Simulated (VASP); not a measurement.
# Y (P6_3/mmc) in VASP: notebook, part 5 of 7

VASP 6.6.1.

## 71. Equation of state, PBEsol, 34.00 Å³/atom

File INCAR:

```
SYSTEM = Y
  ADDGRID = .FALSE.
  ALGO = Normal
  EDIFF = 1E-6
  ENCUT = 550
  GGA = PS
  ISIF = 2
  ISMEAR = -1
  LASPH = .TRUE.
  LCHARG = .FALSE.
  LREAL = .FALSE.
  LWAVE = .FALSE.
  NELM = 100
  PREC = Accurate
  SIGMA = 0.15
```

File KPOINTS:

```
k-points
0
G
  13 13 7
  0 0 0
```

File POSCAR:

```
Y
1.0
    3.6835152200      0.0000000000      0.0000000000
   -1.8417576100      3.1900177558      0.0000000000
    0.0000000000      0.0000000000      5.7873423041
Y
2
Direct
    0.6666666667      0.3333333333      0.7500000000
    0.3333333333      0.6666666667      0.2500000000
```

Started as:

```console
$ cat potpaw_PBE.64/Y_sv/POTCAR > POTCAR
$ mpirun -np 1 vasp_std > vasp.out
```

Run time: 42 s. Hardware: 1 thread of AMD EPYC 9R45 (Zen 5), shared host; peak memory 0.22 GiB.

These settings aren't checked as converged: the numbers below hold their error.

What came out:

```
Free energy            : -13.7193 eV
Pressure               : -3.0 GPa
Band gap on the k mesh : none (metal or under the smearing width)
```

Caveat: the PAW data sets were made with another functional, which shifts forces and pressure a little.

## 72. Equation of state, PBEsol, 32.02 Å³/atom

Edit INCAR of step 71 so:

```diff
@@ -4,3 +4,3 @@
   EDIFF = 1E-6
-  ENCUT = 550
+  ENCUT = 400
   GGA = PS
```

File KPOINTS:

```
k-points
0
G
  15 15 9
  0 0 0
```

File POSCAR:

```
Y
1.0
    3.6105550567      0.0000000000      0.0000000000
   -1.8052775283      3.1268324009      0.0000000000
    0.0000000000      0.0000000000      5.6727111937
Y
2
Direct
    0.6666666667      0.3333333333      0.7500000000
    0.3333333333      0.6666666667      0.2500000000
```

Potentials or basis: VASP PAW PBE potentials, release 64 (Y_sv).

Started as:

```console
$ cat potpaw_PBE.64/Y_sv/POTCAR > POTCAR
$ mpirun -np 1 vasp_std > vasp.out
```

It took 40 s on 1 thread of AMD EPYC 9R45 (Zen 5), shared host; peak memory 0.2 GiB.

The run converged, but some of its settings lie outside the range that counts as converged, so its numbers aren't taken as properties of the crystal.

What came out:

| Item | Value |
| --- | --- |
| Free energy | -13.7664 eV |
| Pressure | -0.8 GPa |
| Band gap on the k mesh | none (metal or under the smearing width) |

Caveat: the PAW data sets were made with another functional, which shifts forces and pressure a little.

## 73. Equation of state, PBEsol, 34.00 Å³/atom

INCAR is that of step 72.

KPOINTS is that of step 72.

File POSCAR:

```
Y
1.0
    3.6835152200      0.0000000000      0.0000000000
   -1.8417576100      3.1900177558      0.0000000000
    0.0000000000      0.0000000000      5.7873423041
Y
2
Direct
    0.6666666667      0.3333333333      0.7500000000
    0.3333333333      0.6666666667      0.2500000000
```

Started as:

```console
$ cat potpaw_PBE.64/Y_sv/POTCAR > POTCAR
$ mpirun -np 1 vasp_std > vasp.out
```

Wall time 41 s (1 thread of AMD EPYC 9R45 (Zen 5), shared host); peak memory 0.2 GiB.

The run converged, but some of its settings lie outside the range that counts as converged, so its numbers aren't taken as properties of the crystal.

Results:

```yaml
Free_energy: -13.7188 eV
Pressure: -3.0 GPa
Band_gap_on_the_k_mesh: none (metal or under the smearing width)
```

Caveat: the PAW data sets were made with another functional, which shifts forces and pressure a little.

## 74. Equation of state, PBEsol, 32.02 Å³/atom

Edit INCAR of step 73 so:

```diff
@@ -4,3 +4,3 @@
   EDIFF = 1E-6
-  ENCUT = 400
+  ENCUT = 300
   GGA = PS
```

File KPOINTS:

```
k-points
0
G
  18 18 10
  0 0 0
```

File POSCAR:

```
Y
1.0
    3.6105550567      0.0000000000      0.0000000000
   -1.8052775283      3.1268324009      0.0000000000
    0.0000000000      0.0000000000      5.6727111937
Y
2
Direct
    0.6666666667      0.3333333333      0.7500000000
    0.3333333333      0.6666666667      0.2500000000
```

Started as:

```console
$ cat potpaw_PBE.64/Y_sv/POTCAR > POTCAR
$ mpirun -np 1 vasp_std > vasp.out
```

Wall time 35 s (1 thread of AMD EPYC 9R45 (Zen 5), shared host); peak memory 0.18 GiB.

The run converged, but some of its settings lie outside the range that counts as converged, so its numbers aren't taken as properties of the crystal.

What came out:

```
Free energy            : -13.7616 eV
Pressure               : -1.0 GPa
Band gap on the k mesh : none (metal or under the smearing width)
```

Caveat: the PAW data sets were made with another functional, which shifts forces and pressure a little.

## 75. Equation of state, PBEsol, 34.00 Å³/atom

INCAR is that of step 74.

KPOINTS is that of step 74.

File POSCAR:

```
Y
1.0
    3.6835152200      0.0000000000      0.0000000000
   -1.8417576100      3.1900177558      0.0000000000
    0.0000000000      0.0000000000      5.7873423041
Y
2
Direct
    0.6666666667      0.3333333333      0.7500000000
    0.3333333333      0.6666666667      0.2500000000
```

Potentials or basis: VASP PAW PBE potentials, release 64 (Y_sv).

Started as:

```console
$ cat potpaw_PBE.64/Y_sv/POTCAR > POTCAR
$ mpirun -np 1 vasp_std > vasp.out
```

Wall time 53 s (1 thread of AMD EPYC 9R45 (Zen 5), shared host); peak memory 0.2 GiB.

These settings aren't checked as converged: the numbers below hold their error.

Results:

| Property | Result |
| --- | --- |
| Free energy | -13.7146 eV |
| Pressure | -3.1 GPa |
| Band gap on the k mesh | none (metal or under the smearing width) |

Caveat: the PAW data sets were made with another functional, which shifts forces and pressure a little.

## 76. Equation of state, PBEsol, 32.02 Å³/atom

Edit INCAR of step 75 so:

```diff
@@ -4,3 +4,3 @@
   EDIFF = 1E-6
-  ENCUT = 300
+  ENCUT = 450
   GGA = PS
```

File KPOINTS:

```
k-points
0
G
  15 15 9
  0 0 0
```

File POSCAR:

```
Y
1.0
    3.6105550567      0.0000000000      0.0000000000
   -1.8052775283      3.1268324009      0.0000000000
    0.0000000000      0.0000000000      5.6727111937
Y
2
Direct
    0.6666666667      0.3333333333      0.7500000000
    0.3333333333      0.6666666667      0.2500000000
```

Started as:

```console
$ cat potpaw_PBE.64/Y_sv/POTCAR > POTCAR
$ mpirun -np 1 vasp_std > vasp.out
```

Wall time 56 s (1 thread of AMD EPYC 9R45 (Zen 5), shared host); peak memory 0.23 GiB.

These settings aren't checked as converged: the numbers below hold their error.

What came out:

```yaml
Free_energy: -13.7665 eV
Pressure: -0.8 GPa
Band_gap_on_the_k_mesh: none (metal or under the smearing width)
```

Caveat: the PAW data sets were made with another functional, which shifts forces and pressure a little.

## 77. Equation of state, PBEsol, 34.00 Å³/atom

INCAR is that of step 76.

KPOINTS is that of step 76.

File POSCAR:

```
Y
1.0
    3.6835152200      0.0000000000      0.0000000000
   -1.8417576100      3.1900177558      0.0000000000
    0.0000000000      0.0000000000      5.7873423041
Y
2
Direct
    0.6666666667      0.3333333333      0.7500000000
    0.3333333333      0.6666666667      0.2500000000
```

Started as:

```console
$ cat potpaw_PBE.64/Y_sv/POTCAR > POTCAR
$ mpirun -np 1 vasp_std > vasp.out
```

Wall time 54 s (1 thread of AMD EPYC 9R45 (Zen 5), shared host); peak memory 0.24 GiB.

The run converged, but some of its settings lie outside the range that counts as converged, so its numbers aren't taken as properties of the crystal.

What came out:

- Free energy: -13.7190 eV
- Pressure: -3.0 GPa
- Band gap on the k mesh: none (metal or under the smearing width)

Caveat: the PAW data sets were made with another functional, which shifts forces and pressure a little.

## 78. Equation of state, PBEsol, 32.02 Å³/atom

Edit INCAR of step 77 so:

```diff
@@ -4,3 +4,3 @@
   EDIFF = 1E-6
-  ENCUT = 450
+  ENCUT = 350
   GGA = PS
```

File KPOINTS:

```
k-points
0
G
  18 18 10
  0 0 0
```

File POSCAR:

```
Y
1.0
    3.6105550567      0.0000000000      0.0000000000
   -1.8052775283      3.1268324009      0.0000000000
    0.0000000000      0.0000000000      5.6727111937
Y
2
Direct
    0.6666666667      0.3333333333      0.7500000000
    0.3333333333      0.6666666667      0.2500000000
```

Potentials or basis: VASP PAW PBE potentials, release 64 (Y_sv).

Started as:

```console
$ cat potpaw_PBE.64/Y_sv/POTCAR > POTCAR
$ mpirun -np 1 vasp_std > vasp.out
```

Wall time 55 s (1 thread of AMD EPYC 9R45 (Zen 5), shared host); peak memory 0.22 GiB.

The run converged, but some of its settings lie outside the range that counts as converged, so its numbers aren't taken as properties of the crystal.

What came out:

| Item | Value |
| --- | --- |
| Free energy | -13.7662 eV |
| Pressure | -0.9 GPa |
| Band gap on the k mesh | none (metal or under the smearing width) |

Caveat: the PAW data sets were made with another functional, which shifts forces and pressure a little.

## 79. Equation of state, PBEsol, 34.00 Å³/atom

INCAR is that of step 78.

KPOINTS is that of step 78.

File POSCAR:

```
Y
1.0
    3.6835152200      0.0000000000      0.0000000000
   -1.8417576100      3.1900177558      0.0000000000
    0.0000000000      0.0000000000      5.7873423041
Y
2
Direct
    0.6666666667      0.3333333333      0.7500000000
    0.3333333333      0.6666666667      0.2500000000
```

Started as:

```console
$ cat potpaw_PBE.64/Y_sv/POTCAR > POTCAR
$ mpirun -np 1 vasp_std > vasp.out
```

It took 56 s on 1 thread of AMD EPYC 9R45 (Zen 5), shared host; peak memory 0.22 GiB.

The run converged, but some of its settings lie outside the range that counts as converged, so its numbers aren't taken as properties of the crystal.

What came out:

```
Free energy            : -13.7188 eV
Pressure               : -3.0 GPa
Band gap on the k mesh : none (metal or under the smearing width)
```

Caveat: the PAW data sets were made with another functional, which shifts forces and pressure a little.

## 80. Equation of state, PBEsol, 32.02 Å³/atom

Edit INCAR of step 79 so:

```diff
@@ -4,3 +4,3 @@
   EDIFF = 1E-6
-  ENCUT = 350
+  ENCUT = 700
   GGA = PS
```

File KPOINTS:

```
k-points
0
G
  13 13 7
  0 0 0
```

File POSCAR:

```
Y
1.0
    3.6105550567      0.0000000000      0.0000000000
   -1.8052775283      3.1268324009      0.0000000000
    0.0000000000      0.0000000000      5.6727111937
Y
2
Direct
    0.6666666667      0.3333333333      0.7500000000
    0.3333333333      0.6666666667      0.2500000000
```

Started as:

```console
$ cat potpaw_PBE.64/Y_sv/POTCAR > POTCAR
$ mpirun -np 1 vasp_std > vasp.out
```

It took 56 s on 1 thread of AMD EPYC 9R45 (Zen 5), shared host; peak memory 0.28 GiB.

These settings aren't checked as converged: the numbers below hold their error.

Results:

* Free energy: -13.7670 eV
* Pressure: -0.8 GPa
* Band gap on the k mesh: none (metal or under the smearing width)

Caveat: the PAW data sets were made with another functional, which shifts forces and pressure a little.

## 81. Equation of state, PBEsol, 34.00 Å³/atom

INCAR is that of step 80.

KPOINTS is that of step 80.

File POSCAR:

```
Y
1.0
    3.6835152200      0.0000000000      0.0000000000
   -1.8417576100      3.1900177558      0.0000000000
    0.0000000000      0.0000000000      5.7873423041
Y
2
Direct
    0.6666666667      0.3333333333      0.7500000000
    0.3333333333      0.6666666667      0.2500000000
```

Potentials or basis: VASP PAW PBE potentials, release 64 (Y_sv).

Started as:

```console
$ cat potpaw_PBE.64/Y_sv/POTCAR > POTCAR
$ mpirun -np 1 vasp_std > vasp.out
```

Wall time 54 s (1 thread of AMD EPYC 9R45 (Zen 5), shared host); peak memory 0.28 GiB.

The run converged, but some of its settings lie outside the range that counts as converged, so its numbers aren't taken as properties of the crystal.

What came out:

```yaml
Free_energy: -13.7193 eV
Pressure: -3.0 GPa
Band_gap_on_the_k_mesh: none (metal or under the smearing width)
```

Caveat: the PAW data sets were made with another functional, which shifts forces and pressure a little.

## 82. Equation of state, PBEsol, 32.02 Å³/atom

Edit INCAR of step 81 so:

```diff
@@ -4,3 +4,3 @@
   EDIFF = 1E-6
-  ENCUT = 700
+  ENCUT = 400
   GGA = PS
```

File KPOINTS:

```
k-points
0
G
  18 18 10
  0 0 0
```

File POSCAR:

```
Y
1.0
    3.6105550567      0.0000000000      0.0000000000
   -1.8052775283      3.1268324009      0.0000000000
    0.0000000000      0.0000000000      5.6727111937
Y
2
Direct
    0.6666666667      0.3333333333      0.7500000000
    0.3333333333      0.6666666667      0.2500000000
```

Started as:

```console
$ cat potpaw_PBE.64/Y_sv/POTCAR > POTCAR
$ mpirun -np 1 vasp_std > vasp.out
```

It took 61 s on 1 thread of AMD EPYC 9R45 (Zen 5), shared host; peak memory 0.24 GiB.

The run converged, but some of its settings lie outside the range that counts as converged, so its numbers aren't taken as properties of the crystal.

Results:

```yaml
Free_energy: -13.7664 eV
Pressure: -0.8 GPa
Band_gap_on_the_k_mesh: none (metal or under the smearing width)
```

Caveat: the PAW data sets were made with another functional, which shifts forces and pressure a little.

## 83. Equation of state, PBEsol, 34.00 Å³/atom

INCAR is that of step 82.

KPOINTS is that of step 82.

File POSCAR:

```
Y
1.0
    3.6835152200      0.0000000000      0.0000000000
   -1.8417576100      3.1900177558      0.0000000000
    0.0000000000      0.0000000000      5.7873423041
Y
2
Direct
    0.6666666667      0.3333333333      0.7500000000
    0.3333333333      0.6666666667      0.2500000000
```

Started as:

```console
$ cat potpaw_PBE.64/Y_sv/POTCAR > POTCAR
$ mpirun -np 1 vasp_std > vasp.out
```

Run time: 59 s. Hardware: 1 thread of AMD EPYC 9R45 (Zen 5), shared host; peak memory 0.25 GiB.

These settings aren't checked as converged: the numbers below hold their error.

What came out:

```
Free energy            : -13.7188 eV
Pressure               : -3.0 GPa
Band gap on the k mesh : none (metal or under the smearing width)
```

Caveat: the PAW data sets were made with another functional, which shifts forces and pressure a little.

## 84. Equation of state, PBEsol, 32.02 Å³/atom

Edit INCAR of step 83 so:

```diff
@@ -4,3 +4,3 @@
   EDIFF = 1E-6
-  ENCUT = 400
+  ENCUT = 550
   GGA = PS
```

File KPOINTS:

```
k-points
0
G
  15 15 9
  0 0 0
```

File POSCAR:

```
Y
1.0
    3.6105550567      0.0000000000      0.0000000000
   -1.8052775283      3.1268324009      0.0000000000
    0.0000000000      0.0000000000      5.6727111937
Y
2
Direct
    0.6666666667      0.3333333333      0.7500000000
    0.3333333333      0.6666666667      0.2500000000
```

Potentials or basis: VASP PAW PBE potentials, release 64 (Y_sv).

Started as:

```console
$ cat potpaw_PBE.64/Y_sv/POTCAR > POTCAR
$ mpirun -np 1 vasp_std > vasp.out
```

Run time: 60 s. Hardware: 1 thread of AMD EPYC 9R45 (Zen 5), shared host; peak memory 0.26 GiB.

The run converged, but some of its settings lie outside the range that counts as converged, so its numbers aren't taken as properties of the crystal.

What came out:

- Free energy: -13.7670 eV
- Pressure: -0.8 GPa
- Band gap on the k mesh: none (metal or under the smearing width)

Caveat: the PAW data sets were made with another functional, which shifts forces and pressure a little.

## 85. Equation of state, PBEsol, 34.00 Å³/atom

INCAR is that of step 84.

KPOINTS is that of step 84.

File POSCAR:

```
Y
1.0
    3.6835152200      0.0000000000      0.0000000000
   -1.8417576100      3.1900177558      0.0000000000
    0.0000000000      0.0000000000      5.7873423041
Y
2
Direct
    0.6666666667      0.3333333333      0.7500000000
    0.3333333333      0.6666666667      0.2500000000
```

Started as:

```console
$ cat potpaw_PBE.64/Y_sv/POTCAR > POTCAR
$ mpirun -np 1 vasp_std > vasp.out
```

Run time: 61 s. Hardware: 1 thread of AMD EPYC 9R45 (Zen 5), shared host; peak memory 0.27 GiB.

The run converged, but some of its settings lie outside the range that counts as converged, so its numbers aren't taken as properties of the crystal.

Results:

```yaml
Free_energy: -13.7193 eV
Pressure: -3.0 GPa
Band_gap_on_the_k_mesh: none (metal or under the smearing width)
```

Caveat: the PAW data sets were made with another functional, which shifts forces and pressure a little.

## 86. Equation of state, PBEsol, 32.02 Å³/atom

Edit INCAR of step 85 so:

```diff
@@ -4,3 +4,3 @@
   EDIFF = 1E-6
-  ENCUT = 550
+  ENCUT = 450
   GGA = PS
```

File KPOINTS:

```
k-points
0
G
  18 18 10
  0 0 0
```

File POSCAR:

```
Y
1.0
    3.6105550567      0.0000000000      0.0000000000
   -1.8052775283      3.1268324009      0.0000000000
    0.0000000000      0.0000000000      5.6727111937
Y
2
Direct
    0.6666666667      0.3333333333      0.7500000000
    0.3333333333      0.6666666667      0.2500000000
```

Started as:

```console
$ cat potpaw_PBE.64/Y_sv/POTCAR > POTCAR
$ mpirun -np 1 vasp_std > vasp.out
```

Run time: 79 s. Hardware: 1 thread of AMD EPYC 9R45 (Zen 5), shared host; peak memory 0.28 GiB.

These settings aren't checked as converged: the numbers below hold their error.

Results:

* Free energy: -13.7665 eV
* Pressure: -0.8 GPa
* Band gap on the k mesh: none (metal or under the smearing width)

Caveat: the PAW data sets were made with another functional, which shifts forces and pressure a little.

## 87. Equation of state, PBEsol, 34.00 Å³/atom

INCAR is that of step 86.

KPOINTS is that of step 86.

File POSCAR:

```
Y
1.0
    3.6835152200      0.0000000000      0.0000000000
   -1.8417576100      3.1900177558      0.0000000000
    0.0000000000      0.0000000000      5.7873423041
Y
2
Direct
    0.6666666667      0.3333333333      0.7500000000
    0.3333333333      0.6666666667      0.2500000000
```

Potentials or basis: VASP PAW PBE potentials, release 64 (Y_sv).

Started as:

```console
$ cat potpaw_PBE.64/Y_sv/POTCAR > POTCAR
$ mpirun -np 1 vasp_std > vasp.out
```

Wall time 79 s (1 thread of AMD EPYC 9R45 (Zen 5), shared host); peak memory 0.29 GiB.

The run converged, but some of its settings lie outside the range that counts as converged, so its numbers aren't taken as properties of the crystal.

What came out:

```
Free energy            : -13.7190 eV
Pressure               : -3.0 GPa
Band gap on the k mesh : none (metal or under the smearing width)
```

Caveat: the PAW data sets were made with another functional, which shifts forces and pressure a little.

## 88. Equation of state, PBEsol, 32.02 Å³/atom

Edit INCAR of step 87 so:

```diff
@@ -14,2 +14,2 @@
   PREC = Accurate
-  SIGMA = 0.15
+  SIGMA = 0.4
```

KPOINTS is that of step 87.

File POSCAR:

```
Y
1.0
    3.6105550567      0.0000000000      0.0000000000
   -1.8052775283      3.1268324009      0.0000000000
    0.0000000000      0.0000000000      5.6727111937
Y
2
Direct
    0.6666666667      0.3333333333      0.7500000000
    0.3333333333      0.6666666667      0.2500000000
```

Started as:

```console
$ cat potpaw_PBE.64/Y_sv/POTCAR > POTCAR
$ mpirun -np 1 vasp_std > vasp.out
```

It took 81 s on 1 thread of AMD EPYC 9R45 (Zen 5), shared host; peak memory 0.29 GiB.

The run converged, but some of its settings lie outside the range that counts as converged, so its numbers aren't taken as properties of the crystal.

What came out:

```
Free energy            : -14.4368 eV
Pressure               : 0.4 GPa
Band gap on the k mesh : none (metal or under the smearing width)
```

Caveat: the PAW data sets were made with another functional, which shifts forces and pressure a little.

## 89. Equation of state, PBEsol, 34.00 Å³/atom

INCAR is that of step 88.

KPOINTS is that of step 88.

File POSCAR:

```
Y
1.0
    3.6835152200      0.0000000000      0.0000000000
   -1.8417576100      3.1900177558      0.0000000000
    0.0000000000      0.0000000000      5.7873423041
Y
2
Direct
    0.6666666667      0.3333333333      0.7500000000
    0.3333333333      0.6666666667      0.2500000000
```

Started as:

```console
$ cat potpaw_PBE.64/Y_sv/POTCAR > POTCAR
$ mpirun -np 1 vasp_std > vasp.out
```

Wall time 80 s (1 thread of AMD EPYC 9R45 (Zen 5), shared host); peak memory 0.29 GiB.

These settings aren't checked as converged: the numbers below hold their error.

What came out:

```yaml
Free_energy: -14.4187 eV
Pressure: -1.8 GPa
Band_gap_on_the_k_mesh: none (metal or under the smearing width)
```

Caveat: the PAW data sets were made with another functional, which shifts forces and pressure a little.

## 90. Equation of state, PBEsol, 32.02 Å³/atom

Edit INCAR of step 89 so:

```diff
@@ -14,2 +14,2 @@
   PREC = Accurate
-  SIGMA = 0.4
+  SIGMA = 0.2
```

KPOINTS is that of step 89.

File POSCAR:

```
Y
1.0
    3.6105550567      0.0000000000      0.0000000000
   -1.8052775283      3.1268324009      0.0000000000
    0.0000000000      0.0000000000      5.6727111937
Y
2
Direct
    0.6666666667      0.3333333333      0.7500000000
    0.3333333333      0.6666666667      0.2500000000
```

Potentials or basis: VASP PAW PBE potentials, release 64 (Y_sv).

Started as:

```console
$ cat potpaw_PBE.64/Y_sv/POTCAR > POTCAR
$ mpirun -np 1 vasp_std > vasp.out
```

Run time: 76 s. Hardware: 1 thread of AMD EPYC 9R45 (Zen 5), shared host; peak memory 0.29 GiB.

The run converged, but some of its settings lie outside the range that counts as converged, so its numbers aren't taken as properties of the crystal.

What came out:

```
Free energy            : -13.8595 eV
Pressure               : -0.7 GPa
Band gap on the k mesh : none (metal or under the smearing width)
```

Caveat: the PAW data sets were made with another functional, which shifts forces and pressure a little.

## 91. Equation of state, PBEsol, 34.00 Å³/atom

INCAR is that of step 90.

KPOINTS is that of step 90.

File POSCAR:

```
Y
1.0
    3.6835152200      0.0000000000      0.0000000000
   -1.8417576100      3.1900177558      0.0000000000
    0.0000000000      0.0000000000      5.7873423041
Y
2
Direct
    0.6666666667      0.3333333333      0.7500000000
    0.3333333333      0.6666666667      0.2500000000
```

Started as:

```console
$ cat potpaw_PBE.64/Y_sv/POTCAR > POTCAR
$ mpirun -np 1 vasp_std > vasp.out
```

It took 77 s on 1 thread of AMD EPYC 9R45 (Zen 5), shared host; peak memory 0.29 GiB.

These settings aren't checked as converged: the numbers below hold their error.

Results:

```
Free energy            : -13.8160 eV
Pressure               : -2.8 GPa
Band gap on the k mesh : none (metal or under the smearing width)
```

Caveat: the PAW data sets were made with another functional, which shifts forces and pressure a little.

(Part 5 of 7 ends here.)
